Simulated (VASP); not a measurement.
Here is a VASP 6.6.1 calculation.

INCAR

```
ALGO = Normal ; EDIFF = 1E-7
EDIFFG = -0.005 ; ENCUT = 600
IBRION = 2 ; ISIF = 3
ISMEAR = -1 ; LASPH = T
LCHARG = F ; LREAL = F
LWAVE = F ; NELM = 80
NSW = 40 ; PREC = Accurate
SIGMA = 0.05
```

File KPOINTS:

```
k-points
0
Gamma
  10 10 10
```

The input POSCAR:

```
Pt
1.0
   -1.5842200000      1.5842200000      1.5842200000
    1.5842200000     -1.5842200000      1.5842200000
    1.5842200000      1.5842200000     -1.5842200000
Pt
1
Direct
    0.0000000000      0.0000000000      0.0000000000
```

Potentials or basis: VASP PAW LDA potentials, release 64 (Pt).

Command:

```bash
$ cat potpaw_LDA.64/Pt/POTCAR > POTCAR
$ mpirun -np 1 vasp_std > vasp.out
```

Estimate the space group after relaxing (to 0.05 Å).

Im-3m (No. 229).

What does it give for the band gap on the k mesh?

None (metal or under the smearing width).

What does it give for the relaxed cell?

a = 2.688 Å, b = 2.688 Å, c = 2.688 Å, α = 109.47°, β = 109.47°, γ = 109.47°.

Estimate the relaxed volume.

14.95 Å³/atom.

The path:
| step | energy change (eV) | largest force (eV/Å) | pressure (GPa) | volume (Å³) |
| --- | --- | --- | --- | --- |
| 1 | 0.0000 | 0.0000 | -15.20 | 15.90 |
| 2 | 0.4036 | 0.0000 | 75.40 | 12.68 |
| 3 | -0.0477 | 0.0000 | -1.17 | 15.02 |
| 4 | -0.0479 | 0.0000 | -0.31 | 14.97 |
| 5 | -0.0479 | 0.0000 | 0.05 | 14.95 |

Spin-orbit coupling is left out, which matters for the levels of Pt.
